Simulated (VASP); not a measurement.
Set up this calculation in VASP 6.6.1, as the native input.

```
Task                    : density of states
Functional              : PBE
Potentials or basis     : VASP PAW PBE potentials, release 64 (Ge_d, Sb, Te)
Cutoff                  : 520 eV
k mesh                  : 4 × 4 × 4
Occupations             : gaussian, width 0.1 eV
Spin                    : no spin polarisation
k mesh for the DOS      : 6 × 6 × 6
Occupations for the DOS : tetrahedron
Further INCAR settings  : ALGO = Fast; EDIFF = 1e-06; NBANDS = 61
```

Crystal: GeSb2Te4.

```
CELL_PARAMETERS angstrom
0.00000 6.35337 6.35337
6.35337 0.00000 6.35337
6.35337 6.35337 0.00000
ATOMIC_POSITIONS crystal
Ge 0.25000 0.25000 0.25000
Ge 0.00000 0.00000 0.00000
Sb 0.62500 0.62500 0.62500
Sb 0.12500 0.62500 0.62500
Sb 0.62500 0.12500 0.62500
Sb 0.62500 0.62500 0.12500
Te 0.38074 0.85778 0.38074
Te 0.38074 0.38074 0.38074
Te 0.38074 0.38074 0.85778
Te 0.85778 0.38074 0.38074
Te 0.39222 0.86926 0.86926
Te 0.86926 0.39222 0.86926
Te 0.86926 0.86926 0.39222
Te 0.86926 0.86926 0.86926
```

The cell was built by a generator and needn't be a form met in nature.

These files were run (other wordings do the same):

POSCAR

```
GeSb2Te4
1.0
    0.0000000000      6.3533700000      6.3533700000
    6.3533700000      0.0000000000      6.3533700000
    6.3533700000      6.3533700000      0.0000000000
Ge Sb Te
2 4 8
Direct
    0.2500000000      0.2500000000      0.2500000000
    0.0000000000      0.0000000000      0.0000000000
    0.6250000000      0.6250000000      0.6250000000
    0.1250000000      0.6250000000      0.6250000000
    0.6250000000      0.1250000000      0.6250000000
    0.6250000000      0.6250000000      0.1250000000
    0.3807390000      0.8577820000      0.3807390000
    0.3807390000      0.3807390000      0.3807390000
    0.3807390000      0.3807390000      0.8577820000
    0.8577820000      0.3807390000      0.3807390000
    0.3922180000      0.8692610000      0.8692610000
    0.8692610000      0.3922180000      0.8692610000
    0.8692610000      0.8692610000      0.3922180000
    0.8692610000      0.8692610000      0.8692610000
```

INCAR.step1

```
SYSTEM = GeSb2Te4
ALGO = Fast
EDIFF = 1E-6
ENCUT = 520
GGA = PE
ISIF = 2
ISMEAR = 0
KPAR = 4
LASPH = .True.
LCHARG = .True.
LREAL = .False.
LWAVE = .False.
NBANDS = 61
NELM = 100
PREC = Accurate
SIGMA = 0.1
```

KPOINTS.step1

```
k-points
0
Gamma
  4 4 4
  0 0 0
```

INCAR.step2

```
SYSTEM = GeSb2Te4
ALGO = Fast
EDIFF = 1E-6
ENCUT = 520
GGA = PE
ICHARG = 11
ISIF = 2
ISMEAR = -5
KPAR = 4
LASPH = .True.
LCHARG = .False.
LORBIT = 10
LREAL = .False.
LWAVE = .False.
NBANDS = 61
NEDOS = 2001
NELM = 100
PREC = Accurate
SIGMA = 0.1
```

KPOINTS.step2

```
k-points
0
Gamma
  6 6 6
  0 0 0
```

Potentials or basis: VASP PAW PBE potentials, release 64 (Ge_d, Sb, Te).

Launch:

```bash
$ cat potpaw_PBE.64/Ge_d/POTCAR potpaw_PBE.64/Sb/POTCAR potpaw_PBE.64/Te/POTCAR > POTCAR
$ cp INCAR.step1 INCAR
$ cp KPOINTS.step1 KPOINTS
$ mpirun -np 4 vasp_std > vasp.out
$ cp INCAR.step2 INCAR
$ cp KPOINTS.step2 KPOINTS
$ mpirun -np 4 vasp_std > vasp.out
```

It gave:

The valence electrons inside the program's atomic spheres are Ge 12.11; Sb 2.28; Te 3.35.

Run time: 3.9 min on 4 MPI ranks on Intel(R) Xeon(R) 6975P-C (Granite Rapids), with other jobs on the host, peak memory 0.93 GiB a rank.
